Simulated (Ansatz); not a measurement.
Ge at a changed volume — ⁷³Ge nuclear quadrupole resonance

Cell: a COD entry, relaxed with PBE at fixed cell and then changed (volume scaled by 1.02, ions relaxed).

```cif
data_Ge
_symmetry_space_group_name_H-M 'P4_32_12'
_symmetry_Int_Tables_number 96
_cell_length_a 5.9693
_cell_length_b 5.9693
_cell_length_c 7.0262
_cell_angle_alpha 90.000
_cell_angle_beta 90.000
_cell_angle_gamma 90.000
loop_
_atom_site_label
_atom_site_type_symbol
_atom_site_symmetry_multiplicity
_atom_site_Wyckoff_symbol
_atom_site_fract_x
_atom_site_fract_y
_atom_site_fract_z
Ge1 Ge 4 a 0.0891 0.0891 0.0000
Ge5 Ge 8 b 0.1722 0.3695 0.2571
```

One atom of each set is listed.

All values are calculated (Ansatz; DFT, PBE, plane waves and PAW, scalar-relativistic, 420 eV cutoff, Γ-centred 8×8×7 k-points, Fermi–Dirac smearing 0.02 eV), not measured.

⁷³Ge: I = 9/2, Q = -196.0 mb (year-2017 value). Static lattice, zero field.

Sites with a gradient: Ge1 (4 atoms; 4 Ge at 2.50–2.51 Å); Ge5 (8 atoms; 4 Ge at 2.50–2.53 Å).

Task: The simulated spectrum has lines at 1.88, 2.35, 2.43, 2.71, 2.98, 3.37, 3.52, 4.23, 4.28, 5.41 MHz. Sort them into the sets that belong together, and say which site each set most likely comes from.

Result: For I = 9/2 and η = 0 the lines are |C_Q|/24 times 1, 2, 3 and 4; η shifts the lowest up most. At large η the states mix, and weaker lines appear at sums of the main ones; lines under 5 % of the strongest are left out. Ge1: 1.88, 2.35, 2.71, 3.37, 4.23 MHz (|C_Q| = 21.3 MHz, η = 0.78). Ge5: 2.43, 2.98, 3.52, 4.28, 5.41 MHz (|C_Q| = 27.1 MHz, η = 0.80).

The sites follow from the calculation. Like point charges on the first shell alone (each adding as 1/d³) would put Ge1 above Ge5: the covalent part of each bond and the atoms beyond the first shell count as well.
